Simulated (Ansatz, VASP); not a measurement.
ZnS in VASP and in Ansatz

The input INCAR:

```
PREC = Accurate
ENCUT = 520
EDIFF = 1E-6
ISMEAR = 0
SIGMA = 0.01
LREAL = False
LASPH = True
NELM = 80
ALGO = Normal
ISIF = 2
LWAVE = False
LCHARG = False
GGA = PS
NBANDS = 26
```

The input KPOINTS:

```
regular mesh
0
Gamma
  9 9 6
```

File POSCAR:

```
ZnS
1.0
    3.7822376623      0.0000000000      0.0000000000
   -1.8911188312      3.2755138987      0.0000000000
    0.0000000000      0.0000000000      6.2081819577
Zn S
2 2
Direct
    0.3333333333      0.6666666667      0.0004376489
    0.6666666667      0.3333333333      0.5004376489
    0.3333333333      0.6666666667      0.3745623511
    0.6666666667      0.3333333333      0.8745623511
```

Input for Ansatz:

```yaml
crystal:
  lattice:
    - [3.7822376623, 0.0, 0.0]
    - [-1.8911188312, 3.2755138987, 0.0]
    - [0.0, 0.0, 6.2081819577]
  atoms:
    - { symbol: Zn, position: [0.3333333333, 0.6666666667, 0.0004376489] }
    - { symbol: Zn, position: [0.6666666667, 0.3333333333, 0.5004376489] }
    - { symbol: S, position: [0.3333333333, 0.6666666667, 0.3745623511] }
    - { symbol: S, position: [0.6666666667, 0.3333333333, 0.8745623511] }
basis:
  ecutwfc: 420
  xc_grid: 2
kpoints:
  mp_grid: { grid: [9, 9, 6] }
hamiltonian:
  xc: pbesol
  pseudopotentials: { kind: paw, azcp: { folder: soft_1 } }
scf:
  occupations: { method: fixed }
output:
  forces: true
  stress: true
  eigenvalues: true
  polarization: {}
```

Change from the starting cell: polar distortion scaled by 1.00.

Alike in both runs: task single point; functional PBEsol; k mesh 9 × 9 × 6; no spin polarisation.

```csv
,VASP,Ansatz
version,VASP 6.6.1,Ansatz 0.2.0
potentials or method,"VASP PAW PBE potentials, release 64 (Zn, S)","scalar-relativistic, plane waves, PAW"
plane-wave cutoff (eV),520,420
occupations,"gaussian, width 0.01 eV",fixed
valence electrons in the cell,36,36
```

VASP gave:

| Item | Value |
| --- | --- |
| gap on the k mesh at the Fermi level (eV) | 2.16 |
| least direct gap on the mesh (eV) | 2.16 |
| pressure (GPa) | 0.2 |

Problem. Estimate Ansatz's values.

Solution. gap on the k mesh at the Fermi level (eV): 2.15; least direct gap on the mesh (eV): 2.15; pressure (GPa): 0.0.

Ansatz warned: «pseudo_functional_mismatch».

Caveats: the PAW data sets were made with another functional, which shifts forces and pressure a little (VASP).
